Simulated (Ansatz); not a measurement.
# Lu: which structure wins at one pressure

Aim: bring Lu in several structures (fcc, bcc, hcp, simple hexagonal, dhcp, omega) to one pressure and rank them by enthalpy. The pressure is set by scaling the first phase. The runs shown use PAW.

Program: Ansatz 0.2.0. Level of theory: DFT, PBE, PAW with Ansatz's default frozen-core files, scalar-relativistic. These are calculated values, not measurements.

### Step 1. The starting structure

It takes space group Fm-3m (No. 225, cubic). Conventional cell: a = 4.887 Å, b = 4.887 Å, c = 4.887 Å, α = 90.00°, β = 90.00°, γ = 90.00°. Lu (site symmetry m-3m) is surrounded by 12 Lu at 3.46 Å.

As a file:

```xyz
1
Lattice="0.0000 2.4433 2.4433 2.4433 0.0000 2.4433 2.4433 2.4433 0.0000" Properties=species:S:1:pos:R:3 pbc="T T T"
Lu    0.0000    0.0000    0.0000
```

### Step 2. Cell relaxed at zero pressure, PAW

Input file input.yaml:

```yaml
crystal:
  lattice:
    - [0.0, 2.4432830035, 2.4432830035]
    - [2.4432830035, 0.0, 2.4432830035]
    - [2.4432830035, 2.4432830035, 0.0]
  atoms:
    - { symbol: Lu, position: [0.0, 0.0, 0.0] }
kpoints:
  mp_grid: { grid: [14, 14, 14] }
scf:
  occupations: { method: fermi_dirac, width: 0.08 }
hamiltonian:
  xc: pbe
  pseudopotentials: { kind: paw }
output:
  forces: true
  stress: true
relax:
  f_tol: 0.005
  max_steps: 40
  cell: {}
```

On the command line:

```console
$ ansatz run input.yaml --threads 1 --pin off --max-ram 3584MiB --backend cpu --events-out ev --progress --plain --runs-dir out
```

After this run come: Volume scaled by 1.013, to set the pressure, PAW; Fcc relaxed under pressure, PAW; Bcc relaxed under pressure, PAW; Hcp relaxed under pressure, PAW; Simple hexagonal relaxed under pressure, PAW; Dhcp relaxed under pressure, PAW; Omega relaxed under pressure, PAW.

Before running it: what results should come out? Wanted: pressure; lowest.

**Answer**, as computed:

| quantity | value |
| --- | --- |
| pressure | -0.54 GPa |
| lowest (PAW) | hcp, 22.2 meV/atom under dhcp |

By PAW the order is hcp < dhcp < fcc < omega < bcc < simple hexagonal. Only these structures were tried, with electrons smeared by 0.08 eV and without vibrations, so the true ground state may be another. The k meshes differ between phases and weren't tested, which can move differences by some meV. Spin-orbit coupling is left out, though the cell holds Lu; in elements this heavy it can shift bands and gaps by tenths of an eV.
